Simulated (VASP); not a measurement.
Here is a VASP 6.6.1 calculation.

The input INCAR:

```
SYSTEM = VH
PREC = Accurate
ENCUT = 520
EDIFF = 1E-6
ISMEAR = 0
SIGMA = 0.1
LREAL = .False.
LASPH = .True.
NELM = 120
ALGO = Normal
ISIF = 2
LWAVE = .False.
LCHARG = .False.
ISPIN = 2
MAGMOM = 2 2 2 2 0 0 0 0
LORBIT = 11
LMAXMIX = 4
METAGGA = RTPSS
LMIXTAU = .True.
IVDW = 12
VDW_S6 = 1.0
VDW_S8 = 1.4023
VDW_A1 = 0.4426
VDW_A2 = 4.4723
```

The input VH.cif:

```cif
data_VH
_cell_length_a 3.92750716
_cell_length_b 3.92750716
_cell_length_c 3.92750716
_cell_angle_alpha 90.00000000
_cell_angle_beta 90.00000000
_cell_angle_gamma 90.00000000
_space_group_name_H-M_alt 'Fm-3m'
_space_group_name_Hall '-F 4 2 3'
_space_group_IT_number 225
loop_
_space_group_symop_operation_xyz
'x,y,z'
'-x,-y,-z'
'-y,x,z'
'y,-x,-z'
'-x,-y,z'
'x,y,-z'
'y,-x,z'
'-y,x,-z'
'x,-y,-z'
'-x,y,z'
'-y,-x,-z'
'y,x,z'
'-x,y,-z'
'x,-y,z'
'y,x,-z'
'-y,-x,z'
'z,x,y'
'-z,-x,-y'
'z,-y,x'
'-z,y,-x'
'z,-x,-y'
'-z,x,y'
'z,y,-x'
'-z,-y,x'
'-z,x,-y'
'z,-x,y'
'-z,-y,-x'
'z,y,x'
'-z,-x,y'
'z,x,-y'
'-z,y,x'
'z,-y,-x'
'y,z,x'
'-y,-z,-x'
'x,z,-y'
'-x,-z,y'
'-y,z,-x'
'y,-z,x'
'-x,z,y'
'x,-z,-y'
'-y,-z,x'
'y,z,-x'
'-x,-z,-y'
'x,z,y'
'y,-z,-x'
'-y,z,x'
'x,-z,y'
'-x,z,-y'
'x,y+1/2,z+1/2'
'-x,-y+1/2,-z+1/2'
'-y,x+1/2,z+1/2'
'y,-x+1/2,-z+1/2'
'-x,-y+1/2,z+1/2'
'x,y+1/2,-z+1/2'
'y,-x+1/2,z+1/2'
'-y,x+1/2,-z+1/2'
'x,-y+1/2,-z+1/2'
'-x,y+1/2,z+1/2'
'-y,-x+1/2,-z+1/2'
'y,x+1/2,z+1/2'
'-x,y+1/2,-z+1/2'
[... 41 lines left out ...]
'y+1/2,-x,z+1/2'
'-y+1/2,x,-z+1/2'
'x+1/2,-y,-z+1/2'
'-x+1/2,y,z+1/2'
'-y+1/2,-x,-z+1/2'
'y+1/2,x,z+1/2'
'-x+1/2,y,-z+1/2'
'x+1/2,-y,z+1/2'
'y+1/2,x,-z+1/2'
'-y+1/2,-x,z+1/2'
'z+1/2,x,y+1/2'
'-z+1/2,-x,-y+1/2'
'z+1/2,-y,x+1/2'
'-z+1/2,y,-x+1/2'
'z+1/2,-x,-y+1/2'
'-z+1/2,x,y+1/2'
'z+1/2,y,-x+1/2'
'-z+1/2,-y,x+1/2'
'-z+1/2,x,-y+1/2'
'z+1/2,-x,y+1/2'
'-z+1/2,-y,-x+1/2'
'z+1/2,y,x+1/2'
'-z+1/2,-x,y+1/2'
'z+1/2,x,-y+1/2'
'-z+1/2,y,x+1/2'
'z+1/2,-y,-x+1/2'
'y+1/2,z,x+1/2'
'-y+1/2,-z,-x+1/2'
'x+1/2,z,-y+1/2'
'-x+1/2,-z,y+1/2'
'-y+1/2,z,-x+1/2'
'y+1/2,-z,x+1/2'
'-x+1/2,z,y+1/2'
'x+1/2,-z,-y+1/2'
'-y+1/2,-z,x+1/2'
'y+1/2,z,-x+1/2'
'-x+1/2,-z,-y+1/2'
'x+1/2,z,y+1/2'
'y+1/2,-z,-x+1/2'
'-y+1/2,z,x+1/2'
'x+1/2,-z,y+1/2'
'-x+1/2,z,-y+1/2'
'x+1/2,y+1/2,z'
'-x+1/2,-y+1/2,-z'
'-y+1/2,x+1/2,z'
'y+1/2,-x+1/2,-z'
'-x+1/2,-y+1/2,z'
'x+1/2,y+1/2,-z'
'y+1/2,-x+1/2,z'
'-y+1/2,x+1/2,-z'
'x+1/2,-y+1/2,-z'
'-x+1/2,y+1/2,z'
'-y+1/2,-x+1/2,-z'
'y+1/2,x+1/2,z'
'-x+1/2,y+1/2,-z'
'x+1/2,-y+1/2,z'
'y+1/2,x+1/2,-z'
'-y+1/2,-x+1/2,z'
'z+1/2,x+1/2,y'
'-z+1/2,-x+1/2,-y'
'z+1/2,-y+1/2,x'
'-z+1/2,y+1/2,-x'
'z+1/2,-x+1/2,-y'
'-z+1/2,x+1/2,y'
'z+1/2,y+1/2,-x'
'-z+1/2,-y+1/2,x'
'-z+1/2,x+1/2,-y'
'z+1/2,-x+1/2,y'
'-z+1/2,-y+1/2,-x'
'z+1/2,y+1/2,x'
'-z+1/2,-x+1/2,y'
'z+1/2,x+1/2,-y'
'-z+1/2,y+1/2,x'
'z+1/2,-y+1/2,-x'
'y+1/2,z+1/2,x'
'-y+1/2,-z+1/2,-x'
'x+1/2,z+1/2,-y'
'-x+1/2,-z+1/2,y'
'-y+1/2,z+1/2,-x'
'y+1/2,-z+1/2,x'
'-x+1/2,z+1/2,y'
'x+1/2,-z+1/2,-y'
'-y+1/2,-z+1/2,x'
'y+1/2,z+1/2,-x'
'-x+1/2,-z+1/2,-y'
'x+1/2,z+1/2,y'
'y+1/2,-z+1/2,-x'
'-y+1/2,z+1/2,x'
'x+1/2,-z+1/2,y'
'-x+1/2,z+1/2,-y'
loop_
_atom_site_label
_atom_site_type_symbol
_atom_site_symmetry_multiplicity
_atom_site_Wyckoff_symbol
_atom_site_fract_x
_atom_site_fract_y
_atom_site_fract_z
_atom_site_occupancy
V1 V 4 a 0.0000000000 0.0000000000 0.0000000000 1
H1 H 4 b 0.5000000000 0.0000000000 0.0000000000 1
```

File KPOINTS:

```
Automatic mesh
0
Gamma
  7 7 7
  0 0 0
```

The input POSCAR:

```
V  H 
 1.0000000000000000
     3.9275071600000002    0.0000000000000000    0.0000000000000000
     0.0000000000000000    3.9275071600000002    0.0000000000000000
     0.0000000000000000    0.0000000000000000    3.9275071600000002
 V   H  
   4   4
Cartesian
  0.0000000000000000  0.0000000000000000  0.0000000000000000
  0.0000000000000000  1.9637535800000001  1.9637535800000001
  1.9637535800000001  0.0000000000000000  1.9637535800000001
  1.9637535800000001  1.9637535800000001  0.0000000000000000
  1.9637535800000001  0.0000000000000000  0.0000000000000000
  0.0000000000000000  1.9637535800000001  0.0000000000000000
  0.0000000000000000  0.0000000000000000  1.9637535800000001
  1.9637535800000001  1.9637535800000001  1.9637535800000001
```

KPOINTS_OPT

```
path GXMGRX,MR
20
line-mode
reciprocal
 0.0000000000  0.0000000000  0.0000000000  G
 0.0000000000  0.5000000000  0.0000000000  X

 0.0000000000  0.5000000000  0.0000000000  X
 0.5000000000  0.5000000000  0.0000000000  M

 0.5000000000  0.5000000000  0.0000000000  M
 0.0000000000  0.0000000000  0.0000000000  G

 0.0000000000  0.0000000000  0.0000000000  G
 0.5000000000  0.5000000000  0.5000000000  R

 0.5000000000  0.5000000000  0.5000000000  R
 0.0000000000  0.5000000000  0.0000000000  X

 0.5000000000  0.5000000000  0.0000000000  M
 0.5000000000  0.5000000000  0.5000000000  R
```

Potentials or basis: VASP PAW PBE potentials, release 64 (V_sv, H).

The run is started by

```console
$ ase convert -i cif -o vasp VH.cif POSCAR
$ cat potpaw_PBE.64/V_sv/POTCAR potpaw_PBE.64/H/POTCAR > POTCAR
$ mpirun -np 1 vasp_std > vasp.out
```

**Question.** Predict the band gap along the path.

**Answer.** None (metal or under the smearing width).

**Question.** Predict the pressure.

**Answer.** -13.3 GPa.

**Question.** Predict the dispersion energy per atom.

**Answer.** -0.506 eV.

**Question.** Predict the net moment.

**Answer.** 0.00 μB per cell.

Levels at the corners of the path, in eV from the Fermi level:
Spin up:
```tsv
point	band 24	band 25	band 26	band 27	band 28	band 29	band 30	band 31	band 32	band 33
Γ	-0.16	-0.16	-0.16	1.54	1.54	1.69	1.69	1.69	2.65	2.65
X	-1.51	-1.51	-1.51	-0.10	-0.10	0.98	0.98	0.99	0.99	0.99
X	-1.51	-1.51	-1.51	-0.10	-0.10	0.98	0.98	0.99	0.99	0.99
M	-1.88	-1.46	-1.46	-1.46	-1.46	0.52	0.52	0.52	0.52	1.41
M	-1.88	-1.46	-1.46	-1.46	-1.46	0.52	0.52	0.52	0.52	1.41
Γ	-0.16	-0.16	-0.16	1.54	1.54	1.69	1.69	1.69	2.65	2.65
Γ	-0.16	-0.16	-0.16	1.54	1.54	1.69	1.69	1.69	2.65	2.65
R	-3.93	-0.43	-0.43	-0.43	-0.43	-0.43	-0.43	-0.43	-0.43	2.61
R	-3.93	-0.43	-0.43	-0.43	-0.43	-0.43	-0.43	-0.43	-0.43	2.61
X	-1.51	-1.51	-1.51	-0.10	-0.10	0.98	0.98	0.99	0.99	0.99
M	-1.88	-1.46	-1.46	-1.46	-1.46	0.52	0.52	0.52	0.52	1.41
R	-3.93	-0.43	-0.43	-0.43	-0.43	-0.43	-0.43	-0.43	-0.43	2.61
```
Spin down:
```csv
point,band 26,band 27,band 28,band 29,band 30,band 31
Γ,-0.16,1.54,1.54,1.69,1.69,1.69
X,-1.51,-0.10,-0.10,0.98,0.98,0.99
X,-1.51,-0.10,-0.10,0.98,0.98,0.99
M,-1.46,-1.46,-1.46,0.52,0.52,0.52
M,-1.46,-1.46,-1.46,0.52,0.52,0.52
Γ,-0.16,1.54,1.54,1.69,1.69,1.69
Γ,-0.16,1.54,1.54,1.69,1.69,1.69
R,-0.43,-0.43,-0.43,-0.43,-0.43,-0.43
R,-0.43,-0.43,-0.43,-0.43,-0.43,-0.43
X,-1.51,-0.10,-0.10,0.98,0.98,0.99
M,-1.46,-1.46,-1.46,0.52,0.52,0.52
R,-0.43,-0.43,-0.43,-0.43,-0.43,-0.43
```

Caveat: the PAW data sets were made with another functional, which shifts forces and pressure a little; pairwise dispersion overbinds metals, which lowers pressure and volume.
